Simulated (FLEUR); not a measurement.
# WS2 (Tungstenite) (P6_3/mmc) in FLEUR: settings compared

One crystal, WS2 (Tungstenite), is run at these levels: r2SCAN, PBEsol; tasks: band structure.

Everything below comes from runs of FLEUR MaX-R8.1 (later development tree). Logs are shortened: lines on timing, memory, paths and dates and some standing lists are left out, and cuts for length are marked.

### Step 1. The structure

The structure is hexagonal, space group P6_3/mmc (No. 194). Conventional cell: a = 3.180 Å, b = 3.180 Å, c = 12.500 Å, α = 90.00°, β = 90.00°, γ = 120.00°. W (site symmetry -6m2) is surrounded by 6 S at 2.41 Å. S (site symmetry 3m) is surrounded by 3 W at 2.41 Å.

### Step 2. Band structure, r2SCAN

inp.xml

```xml
<?xml version="1.0" encoding="UTF-8" standalone="no"?>
<fleurInput fleurInputVersion="0.39">
   <comment>
      WS2                                                                                                 
   </comment>
   <calculationSetup>
      <cutoffs Kmax="5.57" Gmax="17.3" GmaxXC="17.3" numbands="0"/>
      <scfLoop itmax="80" minDistance="0.0001" maxIterBroyd="30" imix="Anderson" alpha="0.05" precondParam="0.0" spinf="2.0" sdNocoIR="T"/>
      <coreElectrons ctail="F" frcor="F" kcrel="0" coretail_lmax="0"/>
      <xcFunctional name="LibXC" relativisticCorrections="F">
         <LibXCName exchange="mgga_x_r2scan" correlation="mgga_c_r2scan"/>
         <AuxGGA exchange="117" correlation="130"/>
      </xcFunctional>
      <magnetism jspins="1"/>
      <soc l_soc="F" theta="0.0" phi="0.0" spav="F"/>
      <expertModes spex="0" secvar="F"/>
      <geometryOptimization l_f="F" forcealpha="1.0" forcemix="BFGS" epsdisp="0.00001" epsforce="0.00001"/>
      <ldaU l_linMix="F" mixParam="0.05" spinf="1.0"/>
   </calculationSetup>
   <cell>
      <bzIntegration valenceElectrons="80.0" mode="hist" fermiSmearingEnergy="0.00183747">
         <kPointListSelection listName="default-1"/>
         <!-- k-points included here -->
[... 39 lines left out ...]
         <lo type="SCLO" l="1" n="3" eDeriv="2"/>
         <lo type="SCLO" l="2" n="3" eDeriv="2"/>
         <lo type="SCLO" l="3" n="4" eDeriv="2"/>
      </species>
   </atomSpecies>
   <atomGroups>
      <atomGroup species="Tungsten (W)">
         <relPos label="                   1">-1.000/3.000 1.000/3.000 -1.000/4.000</relPos>
         <relPos label="                   2">1.000/3.000 -1.000/3.000 1.000/4.000</relPos>
         <force calculate="T" relaxXYZ="TTT"/>
      </atomGroup>
      <atomGroup species="Sulfur (S)">
         <relPos label="                   3">-1.000/3.000 1.000/3.000 3.000/8.000</relPos>
         <relPos label="                   4">1.000/3.000 -1.000/3.000 -1.000/8.000</relPos>
         <relPos label="                   5">-1.000/3.000 1.000/3.000 1.000/8.000</relPos>
         <relPos label="                   6">1.000/3.000 -1.000/3.000 -3.000/8.000</relPos>
         <force calculate="T" relaxXYZ="TTT"/>
      </atomGroup>
   </atomGroups>
   <output dos="F" band="F" slice="F">
      <checks vchk="F" cdinf="F"/>
      <bandDOS minEnergy="-.5*Htr" maxEnergy="0.5*Htr" sigma="0.015" storeEVData="T"/>
      <vacuumDOS vacdos="F" integ="F" star="F" nstars="0" locx1="0.0" locy1="0.0" locx2="0.0" locy2="0.0" nstm="0" tworkf="0.0"/>
      <unfoldingBand unfoldBand="F" supercellX="1" supercellY="1" supercellZ="1"/>
      <plotting iplot="0" polar="F">
         <plot TwoD="T" vec1="  1.0  0.0  0.0" vec2="  0.0  1.0  0.0" vec3="  0.0  0.0  1.0" zero="  0.0  0.0  0.0" file="plot"/>
      </plotting>
      <chargeDensitySlicing numkpt="0" minEigenval="0.0" maxEigenval="0.0" nnne="0" pallst="F"/>
      <specialOutput eonly="F"/>
      <moessbauerParams electricFieldGradient="T" isomerShift="T" coreHyperfine="T" valenceHyperfine="T"/>
      <magneticCircularDichroism mcd="F" energyLo="-10.0" energyUp="0.0"/>
   </output>
  <!-- We include the file relax.xml here to enable relaxations (see documentation) -->
  <xi:include xmlns:xi="http://www.w3.org/2001/XInclude" href="relax.xml"> <xi:fallback/> </xi:include>
</fleurInput>
```

crystal.txt

```
WS2
&input cartesian=F /
3.1800000000  0.0000000000  0.0000000000
-1.5900000000  2.7539607840  0.0000000000
0.0000000000  0.0000000000  12.5000000000
1.8897261246
1.0 1.0 1.0

6
74 0.6666666666  0.3333333332  0.7500000000
74 0.3333333332  0.6666666666  0.2500000000
16 0.6666666666  0.3333333332  0.3750000000
16 0.3333333332  0.6666666666  0.8750000000
16 0.6666666666  0.3333333332  0.1250000000
16 0.3333333332  0.6666666666  0.6250000000

&kpt div1=10 div2=10 div3=3 gamma=T /
```

inp.xml (bands)

```
<?xml version="1.0" encoding="UTF-8" standalone="no"?>
<fleurInput fleurInputVersion="0.39">
   <comment>
      WS2                                                                                                 
   </comment>
   <calculationSetup>
      <cutoffs Kmax="5.57" Gmax="17.3" GmaxXC="17.3" numbands="0"/>
      <scfLoop itmax="80" minDistance="0.0001" maxIterBroyd="30" imix="Anderson" alpha="0.05" precondParam="0.0" spinf="2.0" sdNocoIR="T"/>
      <coreElectrons ctail="F" frcor="F" kcrel="0" coretail_lmax="0"/>
      <xcFunctional name="LibXC" relativisticCorrections="F">
         <LibXCName exchange="mgga_x_r2scan" correlation="mgga_c_r2scan"/>
         <AuxGGA exchange="117" correlation="130"/>
      </xcFunctional>
      <magnetism jspins="1"/>
      <soc l_soc="F" theta="0.0" phi="0.0" spav="F"/>
      <expertModes spex="0" secvar="F"/>
      <geometryOptimization l_f="F" forcealpha="1.0" forcemix="BFGS" epsdisp="0.00001" epsforce="0.00001"/>
      <ldaU l_linMix="F" mixParam="0.05" spinf="1.0"/>
   </calculationSetup>
   <cell>
      <bzIntegration valenceElectrons="80.0" mode="hist" fermiSmearingEnergy="0.00183747">
         <kPointListSelection listName="path-1"/>
         <!-- k-points included here -->
[... 40 lines left out ...]
         <lo type="SCLO" l="2" n="3" eDeriv="2"/>
         <lo type="SCLO" l="3" n="4" eDeriv="2"/>
      </species>
   </atomSpecies>
   <atomGroups>
      <atomGroup species="Tungsten (W)">
         <relPos label="                   1">-1.000/3.000 1.000/3.000 -1.000/4.000</relPos>
         <relPos label="                   2">1.000/3.000 -1.000/3.000 1.000/4.000</relPos>
         <force calculate="T" relaxXYZ="TTT"/>
      </atomGroup>
      <atomGroup species="Sulfur (S)">
         <relPos label="                   3">-1.000/3.000 1.000/3.000 3.000/8.000</relPos>
         <relPos label="                   4">1.000/3.000 -1.000/3.000 -1.000/8.000</relPos>
         <relPos label="                   5">-1.000/3.000 1.000/3.000 1.000/8.000</relPos>
         <relPos label="                   6">1.000/3.000 -1.000/3.000 -3.000/8.000</relPos>
         <force calculate="T" relaxXYZ="TTT"/>
      </atomGroup>
   </atomGroups>
   <output dos="F" band="T" slice="F">
      <checks vchk="F" cdinf="F"/>
      <bandDOS minEnergy="-.5*Htr" maxEnergy="0.5*Htr" sigma="0.015" storeEVData="T"/>
      <vacuumDOS vacdos="F" integ="F" star="F" nstars="0" locx1="0.0" locy1="0.0" locx2="0.0" locy2="0.0" nstm="0" tworkf="0.0"/>
      <unfoldingBand unfoldBand="F" supercellX="1" supercellY="1" supercellZ="1"/>
      <plotting iplot="0" polar="F">
         <plot TwoD="T" vec1="  1.0  0.0  0.0" vec2="  0.0  1.0  0.0" vec3="  0.0  0.0  1.0" zero="  0.0  0.0  0.0" file="plot"/>
      </plotting>
      <chargeDensitySlicing numkpt="0" minEigenval="0.0" maxEigenval="0.0" nnne="0" pallst="F"/>
      <specialOutput eonly="F"/>
      <moessbauerParams electricFieldGradient="T" isomerShift="T" coreHyperfine="T" valenceHyperfine="T"/>
      <magneticCircularDichroism mcd="F" energyLo="-10.0" energyUp="0.0"/>
   </output>
  <!-- We include the file relax.xml here to enable relaxations (see documentation) -->
  <xi:include xmlns:xi="http://www.w3.org/2001/XInclude" href="relax.xml"> <xi:fallback/> </xi:include>
</fleurInput>
```

Potentials or basis: all-electron, FLAPW.

On the command line:

```console
inpgen -f crystal.txt -profile fastHighL
# inp.xml edited to the form shown
mpirun -n 4 fleur_MPI -pe_per_kpt 1
mpirun -n 4 fleur_MPI -pe_per_kpt 1   # second run, on inp.xml (bands)
```

The log of the run:

```text
Welcome to FLEUR        (www.flapw.de)
      MaX-Release 8.1          (www.max-centre.eu)

 func_ids         498         497         498         497
 func_ids         498         497         498         497
 func_ids         498         497         498         497
 MetaGGA potential functional detected - V_tau will be computed
 Auxiliary Potential for radial basis: exchange=         117  correlation=         130
 func_ids         498         497         498         497
 MetaGGA potential functional detected - V_tau will be computed
 Auxiliary Potential for radial basis: exchange=         117  correlation=         130
The functional 'Re-regularized SCAN exchange by Furness et al' is an exchange functional, it belongs to the 'MGGA' family and is defined in the reference(s):
[1] J. W. Furness, A. D. Kaplan, J. Ning, J. P. Perdew, and J. Sun.,  J. Phys. Chem. Lett. 11, 8208-8215 (2020)
[2] J. W. Furness, A. D. Kaplan, J. Ning, J. P. Perdew, and J. Sun.,  J. Phys. Chem. Lett. 11, 9248-9248 (2020)
 MetaGGA potential functional detected - V_tau will be computed
 Auxiliary Potential for radial basis: exchange=         117  correlation=         130
The functional 'Re-regularized SCAN exchange by Furness et al' is an exchange functional, it belongs to the 'MGGA' family and is defined in the reference(s):
[1] J. W. Furness, A. D. Kaplan, J. Ning, J. P. Perdew, and J. Sun.,  J. Phys. Chem. Lett. 11, 8208-8215 (2020)
[2] J. W. Furness, A. D. Kaplan, J. Ning, J. P. Perdew, and J. Sun.,  J. Phys. Chem. Lett. 11, 9248-9248 (2020)
[... 10 lines left out ...]
 MetaGGA potential functional detected - V_tau will be computed
 Auxiliary Potential for radial basis: exchange=         117  correlation=         130
The functional 'Re-regularized SCAN correlation by Furness et al' is a correlation functional, it belongs to the 'MGGA' family and is defined in the reference(s):
[1] J. W. Furness, A. D. Kaplan, J. Ning, J. P. Perdew, and J. Sun.,  J. Phys. Chem. Lett. 11, 8208-8215 (2020)
[2] J. W. Furness, A. D. Kaplan, J. Ning, J. P. Perdew, and J. Sun.,  J. Phys. Chem. Lett. 11, 9248-9248 (2020)
 Using same functional for VXC and EXC
 Using same functional for VXC and EXC
The functional 'Re-regularized SCAN exchange by Furness et al' is an exchange functional, it belongs to the 'MGGA' family and is defined in the reference(s):
[1] J. W. Furness, A. D. Kaplan, J. Ning, J. P. Perdew, and J. Sun.,  J. Phys. Chem. Lett. 11, 8208-8215 (2020)
[2] J. W. Furness, A. D. Kaplan, J. Ning, J. P. Perdew, and J. Sun.,  J. Phys. Chem. Lett. 11, 9248-9248 (2020)
The functional 'Re-regularized SCAN correlation by Furness et al' is a correlation functional, it belongs to the 'MGGA' family and is defined in the reference(s):
[1] J. W. Furness, A. D. Kaplan, J. Ning, J. P. Perdew, and J. Sun.,  J. Phys. Chem. Lett. 11, 8208-8215 (2020)
[2] J. W. Furness, A. D. Kaplan, J. Ning, J. P. Perdew, and J. Sun.,  J. Phys. Chem. Lett. 11, 9248-9248 (2020)
 Using same functional for VXC and EXC

 ========== k-point set info ==========
 Selected k-point list: default-1
 k-point list type: mesh
 10 x 10 x 3
 Number of k points: 28

 ------------Calculation Setup---------------------------
 Number of MPI-tasks      :            4
 Number of PE/node        :            4
 Number of OMP-threads    :            1
 Using exactly            1  PE per kpt
 Using exactly            1  PE per kpt
 k-points in parallel     :            4
 pe's per k-point         :            1
 No of k-point loops      :            7
 Using exactly            1  PE per kpt
 Using exactly            1  PE per kpt
 Eigenvalue solver        :       lapack
 Number of basis functions:         2352
 Approximate size of matrices (H+S) per k-point:         0.082 GB
 --------------------------------------------------------
The functional 'Hammer, Hansen, and Norskov' is an exchange functional, it belongs to the 'GGA' family and is defined in the reference(s):
[1] B. Hammer, L. B. Hansen, and J. K. Nørskov.,  Phys. Rev. B 59, 7413 (1999)
The functional 'Perdew, Burke & Ernzerhof' is a correlation functional, it belongs to the 'GGA' family and is defined in the reference(s):
[1] J. P. Perdew, K. Burke, and M. Ernzerhof.,  Phys. Rev. Lett. 77, 3865 (1996)
[2] J. P. Perdew, K. Burke, and M. Ernzerhof.,  Phys. Rev. Lett. 78, 1396 (1997)
 Using same functional for VXC and EXC
 Using auxiliary GGA potential for the first iteration of MetaGGA calculation.
The functional 'Hammer, Hansen, and Norskov' is an exchange functional, it belongs to the 'GGA' family and is defined in the reference(s):
[1] B. Hammer, L. B. Hansen, and J. K. Nørskov.,  Phys. Rev. B 59, 7413 (1999)
The functional 'Perdew, Burke & Ernzerhof' is a correlation functional, it belongs to the 'GGA' family and is defined in the reference(s):
[1] J. P. Perdew, K. Burke, and M. Ernzerhof.,  Phys. Rev. Lett. 77, 3865 (1996)
[2] J. P. Perdew, K. Burke, and M. Ernzerhof.,  Phys. Rev. Lett. 78, 1396 (1997)
 Using same functional for VXC and EXC
 Using auxiliary GGA potential for the first iteration of MetaGGA calculation.
The functional 'Hammer, Hansen, and Norskov' is an exchange functional, it belongs to the 'GGA' family and is defined in the reference(s):
[1] B. Hammer, L. B. Hansen, and J. K. Nørskov.,  Phys. Rev. B 59, 7413 (1999)
The functional 'Perdew, Burke & Ernzerhof' is a correlation functional, it belongs to the 'GGA' family and is defined in the reference(s):
[1] J. P. Perdew, K. Burke, and M. Ernzerhof.,  Phys. Rev. Lett. 77, 3865 (1996)
[2] J. P. Perdew, K. Burke, and M. Ernzerhof.,  Phys. Rev. Lett. 78, 1396 (1997)
 Using same functional for VXC and EXC
 Using auxiliary GGA potential for the first iteration of MetaGGA calculation.
The functional 'Hammer, Hansen, and Norskov' is an exchange functional, it belongs to the 'GGA' family and is defined in the reference(s):
[1] B. Hammer, L. B. Hansen, and J. K. Nørskov.,  Phys. Rev. B 59, 7413 (1999)
The functional 'Perdew, Burke & Ernzerhof' is a correlation functional, it belongs to the 'GGA' family and is defined in the reference(s):
[1] J. P. Perdew, K. Burke, and M. Ernzerhof.,  Phys. Rev. Lett. 77, 3865 (1996)
[2] J. P. Perdew, K. Burke, and M. Ernzerhof.,  Phys. Rev. Lett. 78, 1396 (1997)
 Using same functional for VXC and EXC
 Using auxiliary GGA potential for the first iteration of MetaGGA calculation.
 Reset of history
 Reset of history
 Iteration:     1   Distance:      34.74861240 me/bohr^3
The functional 'Hammer, Hansen, and Norskov' is an exchange functional, it belongs to the 'GGA' family and is defined in the reference(s):
[1] B. Hammer, L. B. Hansen, and J. K. Nørskov.,  Phys. Rev. B 59, 7413 (1999)
The functional 'Perdew, Burke & Ernzerhof' is a correlation functional, it belongs to the 'GGA' family and is defined in the reference(s):
[1] J. P. Perdew, K. Burke, and M. Ernzerhof.,  Phys. Rev. Lett. 77, 3865 (1996)
[2] J. P. Perdew, K. Burke, and M. Ernzerhof.,  Phys. Rev. Lett. 78, 1396 (1997)
 Using same functional for VXC and EXC
The functional 'Hammer, Hansen, and Norskov' is an exchange functional, it belongs to the 'GGA' family and is defined in the reference(s):
[1] B. Hammer, L. B. Hansen, and J. K. Nørskov.,  Phys. Rev. B 59, 7413 (1999)
The functional 'Perdew, Burke & Ernzerhof' is a correlation functional, it belongs to the 'GGA' family and is defined in the reference(s):
[1] J. P. Perdew, K. Burke, and M. Ernzerhof.,  Phys. Rev. Lett. 77, 3865 (1996)
[2] J. P. Perdew, K. Burke, and M. Ernzerhof.,  Phys. Rev. Lett. 78, 1396 (1997)
 Using same functional for VXC and EXC
The functional 'Hammer, Hansen, and Norskov' is an exchange functional, it belongs to the 'GGA' family and is defined in the reference(s):
[1] B. Hammer, L. B. Hansen, and J. K. Nørskov.,  Phys. Rev. B 59, 7413 (1999)
The functional 'Perdew, Burke & Ernzerhof' is a correlation functional, it belongs to the 'GGA' family and is defined in the reference(s):
[1] J. P. Perdew, K. Burke, and M. Ernzerhof.,  Phys. Rev. Lett. 77, 3865 (1996)
[... 420 lines left out ...]
 Using same functional for VXC and EXC
The functional 'Hammer, Hansen, and Norskov' is an exchange functional, it belongs to the 'GGA' family and is defined in the reference(s):
[1] B. Hammer, L. B. Hansen, and J. K. Nørskov.,  Phys. Rev. B 59, 7413 (1999)
The functional 'Perdew, Burke & Ernzerhof' is a correlation functional, it belongs to the 'GGA' family and is defined in the reference(s):
[1] J. P. Perdew, K. Burke, and M. Ernzerhof.,  Phys. Rev. Lett. 77, 3865 (1996)
[2] J. P. Perdew, K. Burke, and M. Ernzerhof.,  Phys. Rev. Lett. 78, 1396 (1997)
 Using same functional for VXC and EXC
The functional 'Hammer, Hansen, and Norskov' is an exchange functional, it belongs to the 'GGA' family and is defined in the reference(s):
[1] B. Hammer, L. B. Hansen, and J. K. Nørskov.,  Phys. Rev. B 59, 7413 (1999)
The functional 'Perdew, Burke & Ernzerhof' is a correlation functional, it belongs to the 'GGA' family and is defined in the reference(s):
[1] J. P. Perdew, K. Burke, and M. Ernzerhof.,  Phys. Rev. Lett. 77, 3865 (1996)
[2] J. P. Perdew, K. Burke, and M. Ernzerhof.,  Phys. Rev. Lett. 78, 1396 (1997)
 Using same functional for VXC and EXC
 Iteration:    19   Distance:       0.00002580 me/bohr^3

 ********************************************************************
 Run finished successfully
 Stop message:
   all done
 ********************************************************************
```

Run time: 7.8 min. Hardware: 4 MPI ranks of Intel Xeon Platinum 8488C (Sapphire Rapids), shared host.

What came out:

- Free energy: -923203.3763 eV
- Band gap on the k mesh: 1.23 eV, indirect (least direct gap 2.21 eV)
- Band gap along the path: 1.16 eV, indirect (least direct gap 1.86 eV)
- Valence electrons inside the program's atomic spheres: W 25.74; S 3.08 (radii W 2.42, S 1.76 bohr)

Levels at the corners of the path, in eV from the valence-band top:
| point | band 37 | band 38 | band 39 | band 40 | band 41 | band 42 | band 43 | band 44 |
| --- | --- | --- | --- | --- | --- | --- | --- | --- |
| Γ | -2.41 | -1.71 | -1.12 | 0.00 | 2.40 | 2.40 | 2.41 | 2.41 |
| M | -2.17 | -2.01 | -1.75 | -1.58 | 2.32 | 2.36 | 2.68 | 2.90 |
| K | -3.09 | -3.09 | -0.78 | -0.61 | 1.25 | 1.25 | 2.33 | 3.44 |
| Γ | -2.41 | -1.71 | -1.12 | 0.00 | 2.40 | 2.40 | 2.41 | 2.41 |
| A | -2.43 | -2.43 | -0.32 | -0.32 | 2.39 | 2.39 | 2.39 | 2.39 |
| L | -2.09 | -2.09 | -1.66 | -1.66 | 2.34 | 2.34 | 2.80 | 2.80 |
| H | -3.22 | -3.22 | -0.70 | -0.70 | 1.25 | 1.25 | 2.81 | 2.81 |
| A | -2.43 | -2.43 | -0.32 | -0.32 | 2.39 | 2.39 | 2.39 | 2.39 |
| L | -2.09 | -2.09 | -1.66 | -1.66 | 2.34 | 2.34 | 2.80 | 2.80 |
| M | -2.17 | -2.01 | -1.75 | -1.58 | 2.32 | 2.36 | 2.68 | 2.90 |
| K | -3.09 | -3.09 | -0.78 | -0.61 | 1.25 | 1.25 | 2.33 | 3.44 |
| H | -3.22 | -3.22 | -0.70 | -0.70 | 1.25 | 1.25 | 2.81 | 2.81 |

Core levels (eV from the Fermi level):
| atom | levels |
| --- | --- |
| 1 W | 1s1/2 -69398.5, 2s1/2 -11966.2, 2p1/2 -11440.6, 2p3/2 -10087.8, 3s1/2 -2752.4, 3p1/2 -2518.8, 3p3/2 -2226.2, 4s1/2 -564.3, 3d3/2 -1833.9, 3d5/2 -1770.3, 4p1/2 -467.5, 4p3/2 -399.7, 4d3/2 -240.9, 4d5/2 -228.5 |
| 2 W | 1s1/2 -69398.5, 2s1/2 -11966.2, 2p1/2 -11440.6, 2p3/2 -10087.8, 3s1/2 -2752.4, 3p1/2 -2518.8, 3p3/2 -2226.2, 4s1/2 -564.3, 3d3/2 -1833.9, 3d5/2 -1770.3, 4p1/2 -467.5, 4p3/2 -399.7, 4d3/2 -240.9, 4d5/2 -228.5 |
| 3 S | 1s1/2 -2400.5, 2s1/2 -206.1, 2p1/2 -151.5, 2p3/2 -150.3 |
| 4 S | 1s1/2 -2400.5, 2s1/2 -206.1, 2p1/2 -151.5, 2p3/2 -150.3 |
| 5 S | 1s1/2 -2400.5, 2s1/2 -206.1, 2p1/2 -151.5, 2p3/2 -150.3 |
| 6 S | 1s1/2 -2400.5, 2s1/2 -206.1, 2p1/2 -151.5, 2p3/2 -150.3 |

Caveat: the meta-GGA is that of a development version, with a GGA for the radial functions and cores and without core tails; spin-orbit coupling is left out, which moves the levels of the heavy elements. r2SCAN opens gaps a little over a GGA but as a rule still falls short of measured ones.

(Part 1 of 2 ends here.)
